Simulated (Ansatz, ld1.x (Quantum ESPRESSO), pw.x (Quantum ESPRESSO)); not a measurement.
# From atom to crystal: TM potential for lithium (Li)

| Quantity | Value |
| --- | --- |
| Element | lithium |
| Generator | ld1.x (Quantum ESPRESSO) 7.5 |
| Type | norm-conserving Troullier–Martins (Kleinman–Bylander form) |
| Functional | PBE |
| Relativity | scalar-relativistic |
| Frozen core | [He] |
| Valence charge | 1 |
| Reference configuration | 2s1 2p0 |
| Partial waves | 2s (bound): rc 3.40 bohr; 2p (bound, empty): rc 4.20 bohr; 3d channel at 0.05 Ry: rc 3.30 bohr |
| Local potential | all-electron potential smoothed inside 2.55 bohr (lloc = -2) |
| Core correction | Bessel-smoothed model core, default radius (core density twice the valence density) |

Atomic tests: cutoffs needed: 6 Ry and 6 Ry (the cutoffs (Ry, on a coarse ladder) from which the occupation-weighted sum of valence levels, in a spherical-Bessel basis at the reference potential, stays within 10 and 1 mRy of its value at 400 Ry); ghost test: no extra level below or beside the all-electron valence levels (s, p, d, f tested) (spherical-Bessel basis up to 400 Ry, 20 bohr box); largest excitation error: -11 meV (all-electron minus pseudo) for 2s0 2p1, out of 2 test configurations.

Crystal test: fcc Li in pw.x 7.5, no spin, 13³ k-points, Fermi–Dirac smearing 0.01 Ry, cutoffs 50/200 Ry. The reference is all-electron LAPW (Ansatz 0.2.0) with the same functional, mesh and smearing; V0 and B0 come from Birch–Murnaghan fits to the pressures at five volumes. Errors are pseudo minus all-electron; Δ is the rms difference of the E(V) curves that follow from these fits, minima aligned, over ±6 % about the mean V0. Mesh and smearing are coarse, so the numbers serve the comparison and aren't converged zero-temperature values; the lattice is a test structure that the element need not adopt.

All-electron: a0 = 4.329 Å (V0 = 20.28 Å³/atom), B0 = 13.7 GPa.

How far does the potential miss the all-electron equation of state?

mean pressure error (GPa): -0.62. The pressure does not cross zero within the volumes sampled, so no fit is given. The largest radius (4.20 bohr) exceeds half the bond length (2.90 bohr), so the spheres overlap, which is one possible source of error among others. This is a poor potential for the solid.

```json
{"V (Å³/atom)": "19.331", "P all-electron (GPa)": "0.71", "P pseudo (GPa)": "-0.03"}
{"V (Å³/atom)": "19.839", "P all-electron (GPa)": "0.31", "P pseudo (GPa)": "-0.36"}
{"V (Å³/atom)": "20.348", "P all-electron (GPa)": "-0.05", "P pseudo (GPa)": "-0.66"}
{"V (Å³/atom)": "20.857", "P all-electron (GPa)": "-0.37", "P pseudo (GPa)": "-0.93"}
{"V (Å³/atom)": "21.365", "P all-electron (GPa)": "-0.66", "P pseudo (GPa)": "-1.17"}
```

At the middle volume, how do free energy and pressure move when the wave cutoff is lowered (ecutrho kept at four times it)?

```tsv
cutoff (Ry)	shift of F (meV/atom)	shift of P (GPa)
22	+0.1	+0.01
30	+0.1	+0.00
40	+0.0	+0.00
```

Input at the middle volume:

```
&control
  calculation='scf', prefix='x', pseudo_dir='./', outdir='./tmp', tstress=.true., disk_io='low'
/
&system
  ibrav=0, nat=1, ntyp=1, ecutwfc=50, ecutrho=200, nbnd=7,
  occupations='smearing', smearing='fd', degauss=0.01
/
&electrons
  conv_thr=1e-09, mixing_beta=0.4, electron_maxstep=70
/
ATOMIC_SPECIES
Li 1.0 Li.UPF
CELL_PARAMETERS angstrom
  0.00000000 2.16685863 2.16685863
  2.16685863 0.00000000 2.16685863
  2.16685863 2.16685863 0.00000000
ATOMIC_POSITIONS crystal
Li 0.0000 0.0000 0.0000
K_POINTS automatic
13 13 13 0 0 0
```

```bash
pw.x < Li.scf.in > Li.scf.out
```

Lines of the output:

```
Message from routine setup:
     using ibrav=0 with symmetry is DISCOURAGED, use correct ibrav instead
     lattice parameter (alat)  =       5.7909  a.u.
     unit-cell volume          =     137.3151 (a.u.)^3
     number of electrons       =         1.00
     number of Kohn-Sham states=            7
     kinetic-energy cutoff     =      50.0000  Ry
     charge density cutoff     =     200.0000  Ry
     scf convergence threshold =      1.0E-09
     Exchange-correlation= PBE
     number of k points=    84  Fermi-Dirac smearing, width (Ry)=  0.0100
     iteration #  1     ecut=    50.00 Ry     beta= 0.40
     total energy              =      -0.98283304 Ry
     estimated scf accuracy    <       0.00042376 Ry
     iteration #  2     ecut=    50.00 Ry     beta= 0.40
     total energy              =      -0.98279124 Ry
     estimated scf accuracy    <       0.00014982 Ry
     iteration #  3     ecut=    50.00 Ry     beta= 0.40
     total energy              =      -0.98279194 Ry
     estimated scf accuracy    <          6.7E-09 Ry
     iteration #  4     ecut=    50.00 Ry     beta= 0.40
     total energy              =      -0.98279194 Ry
     estimated scf accuracy    <          1.4E-09 Ry
     iteration #  5     ecut=    50.00 Ry     beta= 0.40
     the Fermi energy is     0.4497 ev
!    total energy              =      -0.98279194 Ry
     estimated scf accuracy    <          5.7E-12 Ry
     smearing contrib. (-TS)   =      -0.00231745 Ry
     The total energy is F=E-TS. E is the sum of the following terms:
     one-electron contribution =       0.41529689 Ry
     hartree contribution      =       0.00120134 Ry
     xc contribution           =      -0.83712896 Ry
     ewald contribution        =      -0.55984375 Ry
     convergence has been achieved in   5 iterations
          total   stress  (Ry/bohr**3)                   (kbar)     P=       -6.61
```

The run at the middle volume (84 k-points, 5 iterations) took about 4.7 s on one core of a shared host (Intel(R) Xeon(R) Platinum 8488C, 192 threads, 744 GiB, load 54).
